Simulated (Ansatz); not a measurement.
# ZrS2 (P-3m1) in Ansatz: convergence with wavefunction cutoff

Aim: find how far wavefunction cutoff must go before the results for ZrS2 settle, at r2SCAN. This setting moves, with any that are tied to it; all else stays.

All numbers are computed with Ansatz 0.2.0; they aren't measurements. Logs are shortened: lines on timing, memory, paths and dates and some standing lists are left out, and cuts for length are marked.

### Step 1. The structure

The structure is trigonal, space group P-3m1 (No. 164). Conventional cell: a = 3.691 Å, b = 3.691 Å, c = 6.041 Å, α = 90.00°, β = 90.00°, γ = 120.00°. Around Zr (site symmetry -3m) lie 6 S at 2.57 Å. S (site symmetry 3m) is surrounded by 3 Zr at 2.57 Å.

The cell is a database's computed one.

### Step 2. With wavefunction cutoff 400 eV

File input.yaml:

```yaml
crystal:
  lattice:
    - [3.6913825498, 0.0, 0.0]
    - [-1.8456912749, 3.1968310632, 0.0]
    - [0.0, 0.0, 6.04107701]
  atoms:
    - { symbol: Zr, position: [0.0, 0.0, 0.0] }
    - { symbol: S, position: [0.3333333333, 0.6666666667, 0.23790997] }
    - { symbol: S, position: [0.6666666667, 0.3333333333, 0.76209003] }
hamiltonian:
  xc: r2scan
  pseudopotentials: { kind: nc_fr, accuracy: standard }
magnetization:
  noncollinear: true
  spin_orbit: true
kpoints:
  mp_grid: { grid: [7, 7, 4] }
scf:
  occupations: { method: cold, width: 0.1 }
output:
  forces: true
  stress: true
  eigenvalues: true
basis:
  ecutwfc: "400 eV"
```

Potentials or basis: PseudoDojo standard (PBE files).

On the command line:

```bash
$ ansatz run input.yaml --threads 2 --pin off --max-ram 5632MiB --backend cpu --events-out ev --progress --plain --runs-dir out
```

What it wrote:

```text
Warning: basis.ecutwfc = 400 eV is below the records' recommended 897.975746 eV, and the density's cutoff is lower with it unless basis.ecutrho_ratio is high enough to keep the records' density cutoff: compare with a run at a higher cutoff
Warning: hamiltonian.xc reads the kinetic-energy density τ on the library's norm-conserving files, and those of Zr, S were made for PBE. This build holds files of Zr, S that were made for r²SCAN, which a deck under this functional can read where it names no table (hamiltonian.pseudopotentials.accuracy or source), types no xc_functional and has no exact exchange, max_exx_coeff or level of output.embedding that keeps them out. To compare such runs, type hamiltonian.pseudopotentials: {kind: paw, frozen_core: stored} on both or, where PAW refuses one, {kind: nc, accuracy: standard}
Warning: RAYON_NUM_THREADS=2 ignored (pool sized by the plan → 2); use --threads N
Engine: ansatz 0.2.0, x86_64-unknown-linux-gnu
Pseudopotentials: kind: nc_fr
Pseudopotential: Zr, nc_fr, valence charge 12, recommended cutoff 897.975746 eV (normal), Zr.nc_fr.azcp (PseudoDojo's, or run here from an input of PseudoDojo's; its table is named by hamiltonian.pseudopotentials.accuracy)
Pseudopotential: S, nc_fr, valence charge 6, recommended cutoff 707.496042 eV (normal), S.nc_fr.azcp (PseudoDojo's, or run here from an input of PseudoDojo's; its table is named by hamiltonian.pseudopotentials.accuracy)
Functional definition: r2SCAN
  parameter k0 = 0.174
  parameter k1 = 0.065
  parameter a1 = 4.9479
  exchange = r2scan_x(k0 = k0, k1 = k1, a1 = a1)
  correlation = r2scan_c
non-collinear run that drives no moment, with spin-orbit: no starting moment large enough to seed its density (crystal.atoms[].spin), no starting occupations that ask for one, no magnetisation constraint and no magnetic field, so the semilocal B_xc is pinned to zero
Crystal: 3 atoms, lattice volume = 71.289 Å³
Basis set: ecut = 400 eV, 1291 PW (Γ), exchange–correlation on 100×100×160 points (64 copies of the dense FFT grid, shifted against one another)
Bands: 32, of which v1, the nominal top of the filled ones, is band 24 counted from 1 (23 counted from 0)
Symmetry: 12 space group operations + 12 with time reversal
Magnetic group: BNS 164.86 (UNI 1316), of the structure as read, at distance tolerance 4.1e-5 Å
[... 31 lines left out ...]
--- Per-component energies (eV) ---
  E_band       = -196.163021
  E_kinetic    = 594.854229
  E_local      = -1576.202026  (includes V_loc(G=0)·N_el)
  E_nonlocal   = 235.558291
  E_hartree    = 480.024017
  E_xc         = -467.716721
  E_vxc        = -433.553507  (∫ρ·V_xc dr)
  E_vtau       = 23.131044  (kinetic-family band-sum trace: ∫τ·v_τ [+ j·A + Jᵃ·Aᵃ] dr)
  E_ewald      = -1268.283280
  E_smearing   = 0.000000  (= −TS)
  E_closure    = -0.000000  (closes the sum)
  Σ components = -2001.765490   (vs F -2001.765490, Δ=0.00e0)
--- Forces (eV/Å), atoms counted from 1 ---
  atom   1  Zr     0.00000000     0.00000000     0.00000000
  atom   2  S      0.00000000    -0.00000000    -0.05820651
  atom   3  S      0.00000000     0.00000000     0.05820651
  max |Σ_I F_I| component: 1.85e-17 eV/Å
--- Stress (GPa, compression-positive) ---
       -0.317328       0.000000       0.000000
        0.000000      -0.317328       0.000000
        0.000000       0.000000      -0.278783
  P = ⅓ Tr σ = -0.3045 GPa (-3.045 kbar)
--- Band table (eV; the first three rows and the last of 28) ---
  k-point 0: bands = ["-44.3119", "-44.3119", "-22.9748", "-22.9748", "-21.2001", "-21.2001", "-21.0806", "-21.0806", "-6.9251", "-6.9251", "-5.5058", "-5.5058", "1.9654", "1.9654", "3.3331", "3.3331", "3.3495", "3.3495", "6.0591", "6.0591", "6.1689", "6.1689", "6.2058", "6.2058", "8.0880", "8.0880", "8.0936", "8.0936", "9.0075", "9.0075", "11.5323", "11.5323"]
  k-point 1: bands = ["-44.2937", "-44.2937", "-22.9706", "-22.9706", "-21.1905", "-21.1905", "-21.0818", "-21.0818", "-6.8388", "-6.8388", "-5.6380", "-5.6380", "2.3424", "2.3424", "3.3475", "3.3475", "3.3636", "3.3636", "5.4489", "5.4489", "6.0365", "6.0365", "6.1186", "6.1186", "8.0805", "8.0805", "8.0844", "8.0844", "9.2267", "9.2267", "11.6734", "11.6734"]
  k-point 2: bands = ["-44.2570", "-44.2570", "-22.9624", "-22.9624", "-21.1773", "-21.1773", "-21.0764", "-21.0764", "-6.7283", "-6.7283", "-5.7870", "-5.7870", "2.9014", "2.9014", "3.3624", "3.3624", "3.3781", "3.3781", "4.6282", "4.6282", "5.9856", "5.9856", "6.0692", "6.0692", "8.0755", "8.0755", "8.0784", "8.0784", "9.3570", "9.3570", "11.8233", "11.8233"]
  k-point 27: bands = ["-44.3227", "-44.3227", "-23.0584", "-23.0584", "-21.2885", "-21.2885", "-21.2094", "-21.2094", "-5.7755", "-5.7755", "-5.6399", "-5.6399", "2.5620", "2.5620", "2.7686", "2.7686", "3.5081", "3.5081", "4.0583", "4.0583", "4.4506", "4.4506", "4.7572", "4.7572", "8.7383", "8.7383", "9.2310", "9.2310", "9.7709", "9.7709", "11.5713", "11.5713"]
```

Wall time 15 s (2 threads of Intel Xeon at 2.50GHz (Skylake/Cascade Lake), shared host); peak memory 0.47 GiB.

What came out:

```yaml
Free_energy: -2001.7655 eV
Pressure: -0.3 GPa
Largest_force: 0.058 eV/Å
Band_gap_on_the_k_mesh: 1.37 eV, indirect (least direct gap 1.88 eV)
```

### Step 3. With wavefunction cutoff 500 eV

input.yaml, as its differences from that of step 2:

```diff
@@ -24,2 +24,2 @@
 basis:
-  ecutwfc: "400 eV"
+  ecutwfc: "500 eV"
```

Potentials or basis: PseudoDojo standard (PBE files).

On the command line:

```bash
$ ansatz run input.yaml --threads 2 --pin off --max-ram 5632MiB --backend cpu --events-out ev --progress --plain --runs-dir out
```

Wall time 16 s (2 threads of Intel Xeon at 2.50GHz (Skylake/Cascade Lake), shared host); peak memory 0.54 GiB.

What came out:

```yaml
Free_energy: -2003.7198 eV
Pressure: -0.4 GPa
Largest_force: 0.065 eV/Å
Band_gap_on_the_k_mesh: 1.38 eV, indirect (least direct gap 1.90 eV)
```

### Step 4. With wavefunction cutoff 600 eV

input.yaml, as its differences from that of step 3:

```diff
@@ -24,2 +24,2 @@
 basis:
-  ecutwfc: "500 eV"
+  ecutwfc: "600 eV"
```

On the command line:

```bash
$ ansatz run input.yaml --threads 2 --pin off --max-ram 5632MiB --backend cpu --events-out ev --progress --plain --runs-dir out
```

Wall time 25 s (2 threads of Intel Xeon at 2.50GHz (Skylake/Cascade Lake), shared host); peak memory 0.64 GiB.

Results:

- Free energy: -2004.3962 eV
- Pressure: -0.4 GPa
- Largest force: 0.069 eV/Å
- Band gap on the k mesh: 1.38 eV, indirect (least direct gap 1.91 eV)

### Step 5. With wavefunction cutoff 700 eV

input.yaml, as its differences from that of step 4:

```diff
@@ -24,2 +24,2 @@
 basis:
-  ecutwfc: "600 eV"
+  ecutwfc: "700 eV"
```

On the command line:

```bash
$ ansatz run input.yaml --threads 2 --pin off --max-ram 5632MiB --backend cpu --events-out ev --progress --plain --runs-dir out
```

Wall time 29 s (2 threads of Intel Xeon at 2.50GHz (Skylake/Cascade Lake), shared host); peak memory 0.73 GiB.

What came out:

- Free energy: -2004.5756 eV
- Pressure: -0.4 GPa
- Largest force: 0.073 eV/Å
- Band gap on the k mesh: 1.38 eV, indirect (least direct gap 1.91 eV)

### Step 6. With wavefunction cutoff 850 eV

input.yaml, as its differences from that of step 5:

```diff
@@ -24,2 +24,2 @@
 basis:
-  ecutwfc: "700 eV"
+  ecutwfc: "850 eV"
```

Potentials or basis: PseudoDojo standard (PBE files).

On the command line:

```bash
$ ansatz run input.yaml --threads 2 --pin off --max-ram 5632MiB --backend cpu --events-out ev --progress --plain --runs-dir out
```

Run time: 41 s. Hardware: 2 threads of Intel Xeon at 2.50GHz (Skylake/Cascade Lake), shared host; peak memory 0.88 GiB.

Results (log left out):

- Free energy: -2004.6121 eV
- Pressure: -0.4 GPa
- Largest force: 0.075 eV/Å
- Band gap on the k mesh: 1.38 eV, indirect (least direct gap 1.91 eV)

### Step 7. With wavefunction cutoff 1000 eV

input.yaml, as its differences from that of step 6:

```diff
@@ -24,2 +24,2 @@
 basis:
-  ecutwfc: "850 eV"
+  ecutwfc: "1000 eV"
```

On the command line:

```bash
$ ansatz run input.yaml --threads 2 --pin off --max-ram 5632MiB --backend cpu --events-out ev --progress --plain --runs-dir out
```

It took 53 s on 2 threads of Intel Xeon at 2.50GHz (Skylake/Cascade Lake), shared host; peak memory 1.1 GiB.

The run converged. Its results:

```yaml
Free_energy: -2004.6131 eV
Pressure: -0.4 GPa
Largest_force: 0.075 eV/Å
Band_gap_on_the_k_mesh: 1.38 eV, indirect (least direct gap 1.91 eV)
```

### Step 8. With wavefunction cutoff 1200 eV

input.yaml, as its differences from that of step 7:

```diff
@@ -24,2 +24,2 @@
 basis:
-  ecutwfc: "1000 eV"
+  ecutwfc: "1200 eV"
```

On the command line:

```bash
$ ansatz run input.yaml --threads 2 --pin off --max-ram 5632MiB --backend cpu --events-out ev --progress --plain --runs-dir out
```

Run time: 74 s. Hardware: 2 threads of Intel Xeon at 2.50GHz (Skylake/Cascade Lake), shared host; peak memory 1.4 GiB.

The run converged. Its results:

```yaml
Free_energy: -2004.6137 eV
Pressure: -0.4 GPa
Largest_force: 0.075 eV/Å
Band_gap_on_the_k_mesh: 1.38 eV, indirect (least direct gap 1.91 eV)
```

### Step 9. With wavefunction cutoff 1400 eV

input.yaml, as its differences from that of step 8:

```diff
@@ -24,2 +24,2 @@
 basis:
-  ecutwfc: "1200 eV"
+  ecutwfc: "1400 eV"
```

Potentials or basis: PseudoDojo standard (PBE files).

On the command line:

```bash
$ ansatz run input.yaml --threads 2 --pin off --max-ram 5632MiB --backend cpu --events-out ev --progress --plain --runs-dir out
```

Run time: 85 s. Hardware: 2 threads of Intel Xeon at 2.50GHz (Skylake/Cascade Lake), shared host; peak memory 1.6 GiB.

The run converged. Its results:

* Free energy: -2004.6139 eV
* Pressure: -0.4 GPa
* Largest force: 0.075 eV/Å
* Band gap on the k mesh: 1.38 eV, indirect (least direct gap 1.91 eV)

### Step 10. With wavefunction cutoff 1700 eV

input.yaml, as its differences from that of step 9:

```diff
@@ -24,2 +24,2 @@
 basis:
-  ecutwfc: "1400 eV"
+  ecutwfc: "1700 eV"
```

On the command line:

```bash
$ ansatz run input.yaml --threads 2 --pin off --max-ram 5632MiB --backend cpu --events-out ev --progress --plain --runs-dir out
```

It took 2.3 min on 2 threads of Intel Xeon at 2.50GHz (Skylake/Cascade Lake), shared host; peak memory 2 GiB.

The run converged. Its results:

```
Free energy            : -2004.6144 eV
Pressure               : -0.4 GPa
Largest force          : 0.075 eV/Å
Band gap on the k mesh : 1.38 eV, indirect (least direct gap 1.91 eV)
```

### Step 11. Summary

| wavefunction cutoff | energy less the tightest run, at zero smearing (meV/atom) | pressure (GPa) | largest force (eV/Å) | gap on the mesh (eV) | SCF cycles | CPU time (s) | peak memory (GiB) |
| --- | --- | --- | --- | --- | --- | --- | --- |
| 400 eV | 949.63 | -0.30 | 0.058 | 1.374 | 8 | 28 | 0.47 |
| 500 eV | 298.19 | -0.37 | 0.065 | 1.375 | 8 | 30 | 0.54 |
| 600 eV | 72.72 | -0.39 | 0.069 | 1.381 | 8 | 47 | 0.64 |
| 700 eV | 12.94 | -0.42 | 0.073 | 1.384 | 8 | 56 | 0.73 |
| 850 eV | 0.75 | -0.44 | 0.075 | 1.385 | 8 | 79 | 0.88 |
| 1000 eV | 0.42 | -0.44 | 0.075 | 1.385 | 8 | 100 | 1.1 |
| 1200 eV | 0.23 | -0.44 | 0.075 | 1.385 | 8 | 140 | 1.4 |
| 1400 eV | 0.15 | -0.44 | 0.075 | 1.385 | 8 | 160 | 1.6 |
| 1700 eV | 0.00 | -0.44 | 0.075 | 1.385 | 8 | 260 | 2 |

Against the tightest run, the energy stays within 1 meV/atom from 850 eV on; the pressure stays within 0.1 GPa from 500 eV on; the largest force stays within 0.005 eV/Å from 700 eV on; the gap on the mesh stays within 0.01 eV from 500 eV on. The tightest run that finished is the yardstick and may itself not be fully converged.

Caveats: the meta-GGA runs on potentials made for a GGA; odd divisions of the mesh miss points on the zone boundary, where band edges often lie, so the gap on the mesh can be too wide; the potentials were made for another functional, which shifts forces and pressure.
